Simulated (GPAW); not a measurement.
# InAs (F-43m) in GPAW: a series of runs

Aim: see how the results for InAs move with the level of theory and the settings. Levels: PBEsol+D3(BJ), PBEsol+D4, RPBE+D3(BJ), RPBE+D4. Tasks: relaxation of cell and atoms.

All numbers are computed with GPAW 26.7.0; they aren't measurements. Logs are shortened: lines on timing, memory, paths and dates and some standing lists are left out, and cuts for length are marked. The log counts tension as positive stress, the text compression.

## Step 1: The structure

Symmetry: F-43m, No. 216, cubic system. Conventional cell: a = 6.036 Å, b = 6.036 Å, c = 6.036 Å, α = 90.00°, β = 90.00°, γ = 90.00°. In (site symmetry -43m) has 4 As at 2.61 Å as nearest neighbours. Around As (site symmetry -43m) lie 4 In at 2.61 Å.

## Step 2: Relaxation of cell and atoms, PBEsol+D3(BJ)

File run.py:

```python
from ase.calculators.mixing import SumCalculator
from ase.filters import FrechetCellFilter
from ase.io import read, write
from ase.optimize import BFGS
from dftd3.ase import DFTD3
from gpaw import GPAW, PW, setup_paths

setup_paths.insert(0, '.')

atoms = read('InAs.xyz')

calc = GPAW(mode=PW(600),
            xc='PBEsol',
            kpts={'size': (8, 8, 8), 'gamma': True},
            occupations={'name': 'fermi-dirac', 'width': 0.05},
            nbands=18,
            convergence={'density': 1e-05, 'forces': 0.0001},
            maxiter=150,
            txt='gpaw.txt')
atoms.calc = SumCalculator([calc, DFTD3(method='pbesol', damping='d3bj')])
opt = BFGS(FrechetCellFilter(atoms), trajectory='relax.traj', logfile='-')
done = opt.run(fmax=0.02, steps=60)
calc.write('gs.gpw')
write('result.traj', atoms)
print('Converged:', done)
print('Cell:', atoms.cell.cellpar().round(4))
print('Volume:', round(atoms.get_volume(), 4))
print(atoms.get_scaled_positions().round(5))
```

File InAs.xyz:

```xyz
2
Lattice="0.0000000000 3.0180000000 3.0180000000 3.0180000000 0.0000000000 3.0180000000 3.0180000000 3.0180000000 0.0000000000" Properties=species:S:1:pos:R:3 pbc="T T T"
In     0.0000000000      0.0000000000      0.0000000000
As     4.5270000000      4.5270000000      4.5270000000
```

Potentials or basis: PAW data sets generated in the run's folder for this functional, pw.

Started as:

```console
$ gpaw-setup -f PBEsol As In
$ OMP_NUM_THREADS=1 python run.py
```

gpaw.txt:

```text
__  _  _
 | _ |_)|_||  |
 |__||  | ||/\| - 26.7.0

Input parameters:
  mode=PW(ecut=600.0),
  convergence={'density': 1e-05, 'forces': 0.0001},
  kpts=MonkhorstPack(size=(8, 8, 8), gamma=True),
  maxiter=150,
  nbands=18,
  occupations=Occupations(name='fermi-dirac', width=0.05),
  xc=XC(name='PBEsol')

Diagonalizing LCAO Hamiltonian
Converting LCAO to pw mode

                     As

       In

Atoms  # Å, Bohr magnetons
|   | symbol |        x |        y |        z |    initial magnetic moments |
|---|--------|----------|----------|----------|-----------------------------|
| 0 |     In | 0.000000 | 0.000000 | 0.000000 | ( 0.0000,  0.0000,  0.0000) |
| 1 |     As | 4.527000 | 4.527000 | 4.527000 | ( 0.0000,  0.0000,  0.0000) |

Unit cell  # Å
| periodic |        x |        y |        z |  lengths |    angles |
|----------|----------|----------|----------|----------|-----------|
|      yes | 0.000000 | 3.018000 | 3.018000 | 4.268097 | 60.000000 |
|      yes | 3.018000 | 0.000000 | 3.018000 | 4.268097 | 60.000000 |
|      yes | 3.018000 | 3.018000 | 0.000000 | 4.268097 | 60.000000 |

Number of symmetries: 24
Symmetry operations  # r_c * U_cc + t_c -> r_c
|    | kind |            matrix            |
|----|------|------------------------------|
|  0 |  E   |  1, 0, 0,  0, 1, 0,  0, 0, 1 |
|  1 |  σ   |  1, 0, 0,  0, 0, 1,  0, 1, 0 |
|  2 |  σ   |  1, 0,-1,  0, 1,-1,  0, 0,-1 |
|  3 |  C3  |  1, 0,-1,  0, 0,-1,  0, 1,-1 |
|  4 |  C3  |  1,-1, 0,  0,-1, 1,  0,-1, 0 |
|  5 |  σ   |  1,-1, 0,  0,-1, 0,  0,-1, 1 |
|  6 |  σ   |  0, 1, 0,  1, 0, 0,  0, 0, 1 |
|  7 |  C3  |  0, 1, 0,  0, 0, 1,  1, 0, 0 |
|  8 |  C2  |  0, 1,-1,  1, 0,-1,  0, 0,-1 |
|  9 |  S4  |  0, 1,-1,  0, 0,-1,  1, 0,-1 |
| 10 |  C3  |  0, 0, 1,  1, 0, 0,  0, 1, 0 |
| 11 |  σ   |  0, 0, 1,  0, 1, 0,  1, 0, 0 |
| 12 |  S4  |  0, 0,-1,  1, 0,-1,  0, 1,-1 |
| 13 |  C3  |  0, 0,-1,  0, 1,-1,  1, 0,-1 |
| 14 |  S4  |  0,-1, 1,  1,-1, 0,  0,-1, 0 |
| 15 |  C2  |  0,-1, 1,  0,-1, 0,  1,-1, 0 |
| 16 |  C3  |  0,-1, 0,  1,-1, 0,  0,-1, 1 |
| 17 |  S4  |  0,-1, 0,  0,-1, 1,  1,-1, 0 |
| 18 |  S4  | -1, 1, 0, -1, 0, 1, -1, 0, 0 |
| 19 |  C3  | -1, 1, 0, -1, 0, 0, -1, 0, 1 |
| 20 |  C3  | -1, 0, 1, -1, 1, 0, -1, 0, 0 |
| 21 |  S4  | -1, 0, 1, -1, 0, 0, -1, 1, 0 |
| 22 |  σ   | -1, 0, 0, -1, 1, 0, -1, 0, 1 |
| 23 |  C2  | -1, 0, 0, -1, 0, 1, -1, 1, 0 |
[... 123 lines left out ...]
xc functional:
  name: PBEsol with 2 nearest neighbor stencil

convergence criteria:
- Maximum integral of absolute [dens]ity change: 1e-05 electrons / valence electron
- Maximum change in the atomic [forces] across last 2 cycles: 0.0001 eV/Ang OR
Maximum error relative to the maximum force is below inf
- Maximum [total energy] change in last 3 cyles: 0.0005 eV / valence electron
- Maximum integral of absolute [eigenst]ate change: 4e-08 eV^2 / valence electron
maximum number of iterations: 150

SCF iterations
|iter     | |      energy | eigst |  dens |force |
|---------|-|-------------|-------|-------|------|
|iter:   1| |   -8.940564 | -0.34 |       |      |
|iter:   2| |   -8.896763 | -2.36 | -1.19 |      |
|iter:   3| |   -8.717573 | -1.99 | -1.23 |      |
|iter:   4| |   -8.716189 | -3.40 | -1.82 |      |
|iter:   5| |   -8.716028c| -4.23 | -2.37 |      |
|iter:   6| |   -8.716050c| -5.71 | -3.16 |      |
|iter:   7| |   -8.716053c| -6.60 | -3.62 |      |
|iter:   8| |   -8.716053c| -8.30c| -4.64 |      |
|iter:   9| |   -8.716053c| -8.53c| -5.34c|      |
|iter:  10| |   -8.716053c| -9.03c| -6.03c|-16.07c|

Converged in 10 steps
Energy contributions relative to reference atoms: (reference = -221362.052302)

Energy contributions:
  Kinetic:          24.361451
  Coulomb:         -22.481134
  Zero:              0.130961
  External:          0.000000
  Xc:              -10.727065
  Entropy:          -0.000532
  Spinorbit:         0.000000
  ----------------------------
  Free energy:      -8.716319
  Extrapolated:     -8.716053

dipole moment: (-17.152613, -17.152613, -17.152613)  # |e|*Ang

Fermi level: 4.815
Eigenvalues  # (at kpt = [0.000, 0.000, 0.000])
| band index |      eig [eV] | occ [0-2] |
|------------|---------------|-----------|
|          0 |        -9.496 |     2.000 |
|        ... |               |           |
|          2 |        -9.496 |     2.000 |
|          3 |        -9.365 |     2.000 |
|          4 |        -9.365 |     2.000 |
|          5 |        -7.156 |     2.000 |
|          6 |         4.517 |     1.995 |
|          7 |         4.768 |     1.435 |
[... 8 lines left out ...]
|         16 |        15.142 |     0.000 |
|         17 |        15.142 |     0.000 |

No gap
No difference between direct/indirect transitions

Stress tensor  # eV/Ang^3
|         x |         y |         z |
|-----------|-----------|-----------|
| -0.008162 | -0.000000 | -0.000000 |
| -0.000000 | -0.008162 |  0.000000 |
| -0.000000 |  0.000000 | -0.008162 |

Forces  # eV/Ang
|        x |        y |        z |
|----------|----------|----------|
| -0.00000 |  0.00000 |  0.00000 |  # In   0
| -0.00000 | -0.00000 | -0.00000 |  # As   1

Interpolating wave functions to new cell

                     As

       In

Atoms  # Å, Bohr magnetons
|   | symbol |         x |        y |         z |    initial magnetic moments |
|---|--------|-----------|----------|-----------|-----------------------------|
| 0 |     In | -0.000000 | 0.000000 | -0.000000 | ( 0.0000,  0.0000,  0.0000) |
| 1 |     As |  4.524117 | 4.524117 |  4.524117 | ( 0.0000,  0.0000,  0.0000) |

Unit cell  # Å
| periodic |        x |        y |         z |  lengths |    angles |
|----------|----------|----------|-----------|----------|-----------|
|      yes | 0.000000 | 3.016078 |  3.016078 | 4.265378 | 60.000000 |
|      yes | 3.016078 | 0.000000 |  3.016078 | 4.265378 | 60.000000 |
|      yes | 3.016078 | 3.016078 | -0.000000 | 4.265378 | 60.000000 |

Number of symmetries: 24
Symmetry operations  # r_c * U_cc + t_c -> r_c
|    | kind |            matrix            |
|----|------|------------------------------|
|  0 |  E   |  1, 0, 0,  0, 1, 0,  0, 0, 1 |
|  1 |  σ   |  1, 0, 0,  0, 0, 1,  0, 1, 0 |
|  2 |  σ   |  1, 0,-1,  0, 1,-1,  0, 0,-1 |
|  3 |  C3  |  1, 0,-1,  0, 0,-1,  0, 1,-1 |
|  4 |  C3  |  1,-1, 0,  0,-1, 1,  0,-1, 0 |
|  5 |  σ   |  1,-1, 0,  0,-1, 0,  0,-1, 1 |
|  6 |  σ   |  0, 1, 0,  1, 0, 0,  0, 0, 1 |
|  7 |  C3  |  0, 1, 0,  0, 0, 1,  1, 0, 0 |
|  8 |  C2  |  0, 1,-1,  1, 0,-1,  0, 0,-1 |
|  9 |  S4  |  0, 1,-1,  0, 0,-1,  1, 0,-1 |
| 10 |  C3  |  0, 0, 1,  1, 0, 0,  0, 1, 0 |
| 11 |  σ   |  0, 0, 1,  0, 1, 0,  1, 0, 0 |
| 12 |  S4  |  0, 0,-1,  1, 0,-1,  0, 1,-1 |
| 13 |  C3  |  0, 0,-1,  0, 1,-1,  1, 0,-1 |
| 14 |  S4  |  0,-1, 1,  1,-1, 0,  0,-1, 0 |
| 15 |  C2  |  0,-1, 1,  0,-1, 0,  1,-1, 0 |
| 16 |  C3  |  0,-1, 0,  1,-1, 0,  0,-1, 1 |
| 17 |  S4  |  0,-1, 0,  0,-1, 1,  1,-1, 0 |
| 18 |  S4  | -1, 1, 0, -1, 0, 1, -1, 0, 0 |
| 19 |  C3  | -1, 1, 0, -1, 0, 0, -1, 0, 1 |
| 20 |  C3  | -1, 0, 1, -1, 1, 0, -1, 0, 0 |
| 21 |  S4  | -1, 0, 1, -1, 0, 0, -1, 1, 0 |
| 22 |  σ   | -1, 0, 0, -1, 1, 0, -1, 0, 1 |
| 23 |  C2  | -1, 0, 0, -1, 0, 1, -1, 1, 0 |
[... 165 lines left out ...]
|------------|---------------|-----------|
|          0 |        -9.480 |     2.000 |
|        ... |               |           |
|          2 |        -9.480 |     2.000 |
|          3 |        -9.348 |     2.000 |
|          4 |        -9.348 |     2.000 |
|          5 |        -7.148 |     2.000 |
|          6 |         4.547 |     1.994 |
|          7 |         4.789 |     1.434 |
[... 8 lines left out ...]
|         16 |        15.166 |     0.000 |
|         17 |        15.166 |     0.000 |

No gap
No difference between direct/indirect transitions

Stress tensor  # eV/Ang^3
|         x |         y |         z |
|-----------|-----------|-----------|
| -0.008910 | -0.000000 | -0.000000 |
| -0.000000 | -0.008910 |  0.000000 |
| -0.000000 |  0.000000 | -0.008910 |

Forces  # eV/Ang
|       x |        y |        z |
|---------|----------|----------|
| 0.00000 | -0.00000 | -0.00000 |  # In   0
| 0.00000 |  0.00000 |  0.00000 |  # As   1

Interpolating wave functions to new cell

                     As

       In

Atoms  # Å, Bohr magnetons
|   | symbol |         x |         y |         z |    initial magnetic moments |
|---|--------|-----------|-----------|-----------|-----------------------------|
| 0 |     In | -0.000000 | -0.000000 | -0.000000 | ( 0.0000,  0.0000,  0.0000) |
| 1 |     As |  4.513826 |  4.513826 |  4.513826 | ( 0.0000,  0.0000,  0.0000) |

Unit cell  # Å
| periodic |        x |        y |        z |  lengths |    angles |
|----------|----------|----------|----------|----------|-----------|
|      yes | 0.000000 | 3.009217 | 3.009217 | 4.255676 | 60.000000 |
|      yes | 3.009217 | 0.000000 | 3.009217 | 4.255676 | 60.000000 |
|      yes | 3.009217 | 3.009217 | 0.000000 | 4.255676 | 60.000000 |

Number of symmetries: 24
Symmetry operations  # r_c * U_cc + t_c -> r_c
|    | kind |            matrix            |
|----|------|------------------------------|
|  0 |  E   |  1, 0, 0,  0, 1, 0,  0, 0, 1 |
|  1 |  σ   |  1, 0, 0,  0, 0, 1,  0, 1, 0 |
|  2 |  σ   |  1, 0,-1,  0, 1,-1,  0, 0,-1 |
|  3 |  C3  |  1, 0,-1,  0, 0,-1,  0, 1,-1 |
|  4 |  C3  |  1,-1, 0,  0,-1, 1,  0,-1, 0 |
|  5 |  σ   |  1,-1, 0,  0,-1, 0,  0,-1, 1 |
|  6 |  σ   |  0, 1, 0,  1, 0, 0,  0, 0, 1 |
|  7 |  C3  |  0, 1, 0,  0, 0, 1,  1, 0, 0 |
|  8 |  C2  |  0, 1,-1,  1, 0,-1,  0, 0,-1 |
|  9 |  S4  |  0, 1,-1,  0, 0,-1,  1, 0,-1 |
| 10 |  C3  |  0, 0, 1,  1, 0, 0,  0, 1, 0 |
| 11 |  σ   |  0, 0, 1,  0, 1, 0,  1, 0, 0 |
| 12 |  S4  |  0, 0,-1,  1, 0,-1,  0, 1,-1 |
| 13 |  C3  |  0, 0,-1,  0, 1,-1,  1, 0,-1 |
| 14 |  S4  |  0,-1, 1,  1,-1, 0,  0,-1, 0 |
| 15 |  C2  |  0,-1, 1,  0,-1, 0,  1,-1, 0 |
| 16 |  C3  |  0,-1, 0,  1,-1, 0,  0,-1, 1 |
| 17 |  S4  |  0,-1, 0,  0,-1, 1,  1,-1, 0 |
| 18 |  S4  | -1, 1, 0, -1, 0, 1, -1, 0, 0 |
| 19 |  C3  | -1, 1, 0, -1, 0, 0, -1, 0, 1 |
| 20 |  C3  | -1, 0, 1, -1, 1, 0, -1, 0, 0 |
| 21 |  S4  | -1, 0, 1, -1, 0, 0, -1, 1, 0 |
| 22 |  σ   | -1, 0, 0, -1, 1, 0, -1, 0, 1 |
| 23 |  C2  | -1, 0, 0, -1, 0, 1, -1, 1, 0 |
[... 120 lines left out ...]
poisson solver:
  ecut: 4800.0  # eV

xc functional:
  name: PBEsol with 2 nearest neighbor stencil

convergence criteria:
- Maximum integral of absolute [dens]ity change: 1e-05 electrons / valence electron
- Maximum change in the atomic [forces] across last 2 cycles: 0.0001 eV/Ang OR
Maximum error relative to the maximum force is below inf
- Maximum [total energy] change in last 3 cyles: 0.0005 eV / valence electron
- Maximum integral of absolute [eigenst]ate change: 4e-08 eV^2 / valence electron
maximum number of iterations: 150

SCF iterations
|iter     | |      energy | eigst |  dens |force |
|---------|-|-------------|-------|-------|------|
|iter:   1| |   -8.713408 | -2.54 |       |      |
|iter:   2| |   -8.713040 | -4.89 | -2.36 |      |
|iter:   3| |   -8.711209c| -4.27 | -2.40 |      |
|iter:   4| |   -8.711189c| -5.27 | -3.10 |      |
|iter:   5| |   -8.711197c| -5.78 | -3.45 |      |
|iter:   6| |   -8.711196c| -7.89c| -4.57 |      |
|iter:   7| |   -8.711196c| -8.47c| -5.01c|      |
|iter:   8| |   -8.711196c| -8.68c| -5.54c|-16.21c|

Converged in 8 steps
Energy contributions relative to reference atoms: (reference = -221362.052302)

Energy contributions:
  Kinetic:          25.173853
  Coulomb:         -23.137640
  Zero:              0.130781
  External:          0.000000
  Xc:              -10.877926
  Entropy:          -0.000529
  Spinorbit:         0.000000
  ----------------------------
  Free energy:      -8.711461
  Extrapolated:     -8.711196

dipole moment: (-17.083856, -17.083856, -17.083856)  # |e|*Ang

Fermi level: 4.907
Eigenvalues  # (at kpt = [0.000, 0.000, 0.000])
| band index |      eig [eV] | occ [0-2] |
|------------|---------------|-----------|
|          0 |        -9.423 |     2.000 |
|        ... |               |           |
|          2 |        -9.423 |     2.000 |
|          3 |        -9.288 |     2.000 |
|          4 |        -9.288 |     2.000 |
|          5 |        -7.121 |     2.000 |
|          6 |         4.653 |     1.988 |
|          7 |         4.861 |     1.432 |
[... 8 lines left out ...]
|         16 |        15.250 |     0.000 |
|         17 |        15.250 |     0.000 |

No gap
No difference between direct/indirect transitions

Stress tensor  # eV/Ang^3
|         x |         y |         z |
|-----------|-----------|-----------|
| -0.011651 | -0.000000 |  0.000000 |
| -0.000000 | -0.011651 |  0.000000 |
|  0.000000 |  0.000000 | -0.011651 |

Forces  # eV/Ang
|       x |       y |        z |
|---------|---------|----------|
| 0.00000 | 0.00000 | -0.00000 |  # In   0
| 0.00000 | 0.00000 | -0.00000 |  # As   1

# Writing to gs.gpw (mode='')
```

Run time: 45 s. Hardware: 1 thread of Arm Neoverse V1, shared host; peak memory 0.2 GiB.

What came out:

- Free energy: -9.3510 eV
- Relaxed volume: 27.25 Å³/atom
- Relaxed cell: a = 4.256 Å, b = 4.256 Å, c = 4.256 Å, α = 60.00°, β = 60.00°, γ = 60.00°
- Space group after relaxing (to 0.05 Å): F-43m (No. 216)
- Energy gained by relaxing: 0.3 meV/atom
- Ionic steps: 3
- Pressure after relaxing: 0.0 GPa
- Band gap on the k mesh: none (metal or under the smearing width)
- Dispersion energy per atom: -0.320 eV

Step by step:
```tsv
step	energy change (eV)	largest force (eV/Å)	pressure (GPa)	volume (Å³)
1	0.0000	0.0000	-0.52	54.98
2	-0.0003	0.0000	-0.41	54.87
3	-0.0007	0.0000	0.01	54.50
```

Final structure:
```yaml
crystal:
  lattice:
    - [0.00000, 3.00922, 3.00922]
    - [3.00922, 0.00000, 3.00922]
    - [3.00922, 3.00922, 0.00000]
  atoms:
    - { symbol: In, position: [0.00000, 0.00000, 0.00000] }
    - { symbol: As, position: [0.75000, 0.75000, 0.75000] }
```

Levels at points of the mesh, in eV from the Fermi level:
```
           k point  band 5  band 6  band 7  band 8  band 9  band 10  band 11  band 12  band 13  band 14
(0.00, 0.00, 0.00)  -14.20  -12.03   -0.25   -0.05   -0.05    -0.05     3.80     3.80     3.80     7.37
(0.50, 0.50, 0.00)  -14.17   -9.93   -5.98   -2.45   -2.45     1.37     1.95     9.13     9.27     9.27
(0.50, 0.50, 0.50)  -14.19  -10.49   -5.93   -1.07   -1.07     0.86     4.58     4.58     6.70     8.95
```

Caveat: later steps reuse the first step's grids; pairwise dispersion overbinds metals, which lowers pressure and volume; this crystal is a semiconductor, whose small gap the functional closes, so the metal is an error of the method.

## Step 3: Relaxation of cell and atoms, PBEsol+D4

run.py, as its differences from that of step 2:

```diff
@@ -3,4 +3,4 @@
 from ase.io import read, write
-from ase.optimize import BFGS
-from dftd3.ase import DFTD3
+from ase.optimize import FIRE
+from dftd4.ase import DFTD4
 from gpaw import GPAW, PW, setup_paths
@@ -19,5 +19,5 @@
             txt='gpaw.txt')
-atoms.calc = SumCalculator([calc, DFTD3(method='pbesol', damping='d3bj')])
-opt = BFGS(FrechetCellFilter(atoms), trajectory='relax.traj', logfile='-')
-done = opt.run(fmax=0.02, steps=60)
+atoms.calc = SumCalculator([calc, DFTD4(method='pbesol')])
+opt = FIRE(FrechetCellFilter(atoms), trajectory='relax.traj', logfile='-')
+done = opt.run(fmax=0.02, steps=100)
 calc.write('gs.gpw')
```

InAs.xyz is that of step 2.

Potentials or basis: PAW data sets generated in the run's folder for this functional, pw.

Started as:

```console
$ gpaw-setup -f PBEsol As In
$ OMP_NUM_THREADS=1 python run.py
```

Wall time 80 s (1 thread of Arm Neoverse V1, shared host); peak memory 0.28 GiB.

Results (log left out):

```yaml
Free_energy: -9.1237 eV
Relaxed_volume: 27.53 Å³/atom
Relaxed_cell: a = 4.270 Å, b = 4.270 Å, c = 4.270 Å, α = 60.00°, β = 60.00°, γ = 60.00°
Space_group_after_relaxing_to_0.05_Å: F-43m (No. 216)
Energy_gained_by_relaxing: 0.0 meV/atom
Ionic_steps: 3
Pressure_after_relaxing: 0.1 GPa
Band_gap_on_the_k_mesh: none (metal or under the smearing width)
Dispersion_energy_per_atom: -0.203 eV
```

Final structure:
```
CELL_PARAMETERS angstrom
0.00000 3.01942 3.01942
3.01942 0.00000 3.01942
3.01942 3.01942 0.00000
ATOMIC_POSITIONS crystal
In 0.00000 0.00000 0.00000
As 0.75000 0.75000 0.75000
```

Levels at points of the mesh, in eV from the Fermi level:
```tsv
k point	band 6	band 7	band 8	band 9	band 10	band 11	band 12	band 13
(0.00, 0.00, 0.00)	-11.96	-0.31	-0.05	-0.05	-0.05	3.80	3.80	3.80
(0.50, 0.00, 0.00)	-10.46	-5.88	-1.06	-1.06	0.84	4.58	4.58	6.69
(0.50, 0.50, 0.00)	-9.91	-5.94	-2.42	-2.42	1.39	1.94	9.06	9.19
(0.50, 0.50, 0.50)	-10.46	-5.88	-1.06	-1.06	0.84	4.58	4.58	6.69
```

Caveat: later steps reuse the first step's grids; pairwise dispersion overbinds metals, which lowers pressure and volume; this crystal is a semiconductor, whose small gap the functional closes, so the metal is an error of the method.

## Step 4: Relaxation of cell and atoms, RPBE+D3(BJ)

run.py, as its differences from that of step 3:

```diff
@@ -4,6 +4,4 @@
 from ase.optimize import FIRE
-from dftd4.ase import DFTD4
-from gpaw import GPAW, PW, setup_paths
-
-setup_paths.insert(0, '.')
+from dftd3.ase import DFTD3
+from gpaw import GPAW, PW
 
@@ -12,3 +10,3 @@
 calc = GPAW(mode=PW(600),
-            xc='PBEsol',
+            xc='RPBE',
             kpts={'size': (8, 8, 8), 'gamma': True},
@@ -19,5 +17,5 @@
             txt='gpaw.txt')
-atoms.calc = SumCalculator([calc, DFTD4(method='pbesol')])
+atoms.calc = SumCalculator([calc, DFTD3(method='rpbe', damping='d3bj')])
 opt = FIRE(FrechetCellFilter(atoms), trajectory='relax.traj', logfile='-')
-done = opt.run(fmax=0.02, steps=100)
+done = opt.run(fmax=0.05, steps=100)
 calc.write('gs.gpw')
```

InAs.xyz is that of step 3.

Potentials or basis: the program's PAW data sets (release 1.2.1) made for this functional, pw.

Started as:

```console
$ OMP_NUM_THREADS=1 python run.py
```

Run time: 2.5 min. Hardware: 1 thread of Arm Neoverse V1, shared host; peak memory 0.32 GiB.

It converged, with:

```
Free energy                            : -10.2713 eV
Relaxed volume                         : 25.55 Å³/atom
Relaxed cell                           : a = 4.165 Å, b = 4.165 Å, c = 4.165 Å, α = 60.00°, β = 60.00°, γ = 60.00°
Space group after relaxing (to 0.05 Å) : F-43m (No. 216)
Energy gained by relaxing              : 25.2 meV/atom
Ionic steps                            : 11
Pressure after relaxing                : 0.2 GPa
Band gap on the k mesh                 : 0.34 eV, direct
Dispersion energy per atom             : -1.646 eV
```

The path:
```tsv
step	energy change (eV)	largest force (eV/Å)	pressure (GPa)	volume (Å³)
1	0.0000	0.0000	-4.14	54.98
2	-0.0140	0.0000	-3.60	54.39
3	-0.0342	0.0000	-2.50	53.33
4	-0.0487	0.0000	-0.89	51.96
5	-0.0478	0.0000	1.09	50.51
6	-0.0480	0.0000	1.04	50.54
7	-0.0484	0.0000	0.95	50.61
8	-0.0490	0.0000	0.81	50.70
9	-0.0495	0.0000	0.65	50.82
10	-0.0500	0.0000	0.45	50.95
11	-0.0504	0.0000	0.24	51.10
```

Final structure:
```yaml
crystal:
  lattice:
    - [0.00000, 2.94536, 2.94536]
    - [2.94536, 0.00000, 2.94536]
    - [2.94536, 2.94536, 0.00000]
  atoms:
    - { symbol: In, position: [0.00000, 0.00000, 0.00000] }
    - { symbol: As, position: [0.75000, 0.75000, 0.75000] }
```

Levels at points of the mesh, in eV from the valence-band top:
| k point | band 7 | band 8 | band 9 | band 10 | band 11 | band 12 |
| --- | --- | --- | --- | --- | --- | --- |
| (0.00, 0.00, 0.00) | 0.00 | 0.00 | 0.00 | 0.34 | 3.95 | 3.95 |
| (0.50, 0.50, 0.00) | -6.15 | -2.60 | -2.60 | 1.51 | 2.15 | 9.85 |
| (0.50, 0.50, 0.50) | -6.15 | -1.11 | -1.11 | 1.23 | 4.75 | 4.75 |

Caveat: later steps reuse the first step's grids; spin-orbit coupling is left out, which moves the levels of the heavy elements.

(Continued in part 2 of 2.)
